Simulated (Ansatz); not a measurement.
# The polar optical mode of MgO at -3 GPa, worked through

Theory: DFT PBEsol, scalar-relativistic, plane waves, PAW (Ansatz). Settings: 420 eV plane-wave cutoff, Γ-centred 10×10×10 mesh, fixed occupations. No spin polarisation. Phonons by linear response, acoustic sum rule imposed.

The cell, relaxed at -3 GPa:
```cif
data_structure
_symmetry_space_group_name_H-M 'P 1'
_symmetry_Int_Tables_number 1
_cell_length_a 2.9996
_cell_length_b 2.9996
_cell_length_c 2.9996
_cell_angle_alpha 60.000
_cell_angle_beta 60.000
_cell_angle_gamma 60.000
_cell_volume 19.08
loop_
_atom_site_label
_atom_site_type_symbol
_atom_site_fract_x
_atom_site_fract_y
_atom_site_fract_z
_atom_site_occupancy
Mg1 Mg 0.00000 0.00000 0.00000 1
O1 O 0.50000 0.50000 0.50000 1
```

Linear response gives ν_TO = 369.2 cm⁻¹, Born charges ±1.989 e (positive on Mg) and ε∞ = 3.270. The primitive cell holds 19.084 Å³, and the masses are 24.305 and 15.999 amu.

Question: Find ν_LO and the static dielectric constant.

Answer: The long-wave field adds a restoring force: ω_LO² − ω_TO² = Z*²e²/(ε_vac ε∞ μV). In these units ν_LO² − ν_TO² = 4.92064×10⁷ Z*²/(μ V ε∞) cm⁻², with μ = m₁m₂/(m₁ + m₂) = 9.648 amu: 323260 cm⁻². So ν_LO = √(369.2² + 323260) = 677.9 cm⁻¹, and the run gives 677.9. Lyddane–Sachs–Teller then gives ε0 = ε∞ (ν_LO/ν_TO)² = 11.03, against 11.03 in the run (it forms both from the same three quantities, so the match checks the arithmetic only). Between ν_TO and ν_LO the dielectric function is negative and an undamped crystal reflects fully: a reststrahlen band from 14.8 to 27.1 μm.

Question: What do the Clausius–Mossotti polarisability and the Szigeti charge come to?

Answer: With the Lorentz local field, α = (3V/4π)(ε∞ − 1)/(ε∞ + 2) = 1.96 Å³ for the pair, and e_S = 3Z*/(ε∞ + 2) = 1.13 e. The Born charge includes the electrons' response to the dipole's own local field, and e_S takes that enhancement out. The Lorentz field assumes point-like polarisable ions, a fair picture at this small ε∞.

Question: How strongly does a slow electron couple to the LO mode?

Answer: For one isotropic parabolic band, Fröhlich's constant is α_F = (1/ε∞ − 1/ε0) √(m* Ry/ħω_LO), with Ry = 13.606 eV, ħω_LO = 84.0 meV and m* in free-electron masses: α_F = 0.2151 × 12.72 × √m* = 2.74 √m*. The band mass isn't part of this run; for m* = 0.1, 0.3 and 1 it gives 0.87, 1.50, 2.74. In weak coupling the polaron lies α_F ħω_LO below the band edge (126 meV at m* = 0.3) with a mass m*(1 + α_F/6); past α_F of about 5 or 6 that expansion fails. A semilocal functional's ε∞ tends to be too large, which taken alone lowers α_F.

Cost: 1 run of about 0.25 core-minutes, on Intel Xeon Platinum 8259CL (Skylake/Cascade Lake) (shared hosts).

The lattice, not the electrons, supplies most of the static screening: ε∞ is only 3.270, while ε0 reaches 11.03. Filled, tightly bound O 2p states and a wide gap keep the electronic response small, so the field of the LO mode is weakly screened and, acting on light ions with large dynamical charges, drives the wide LO-TO splitting. A Born charge of 1.989 e, almost the formal value, fits an ionic oxide without the strong dynamical charge transfer of ferroelectric perovskites. The much smaller Szigeti charge suggests that the ions deform through short-range overlap as they move and aren't rigid charges.

The TO frequency lies below and ε0 above the values measured for the unstrained crystal. Stretching the bonds weakens the short-range repulsion that stiffens the TO mode, which probably explains much of this, though the functional may contribute. The Fröhlich estimate suits an electron in the dispersive, s-like conduction band; it doesn't settle whether a hole in the degenerate O 2p bands self-traps.
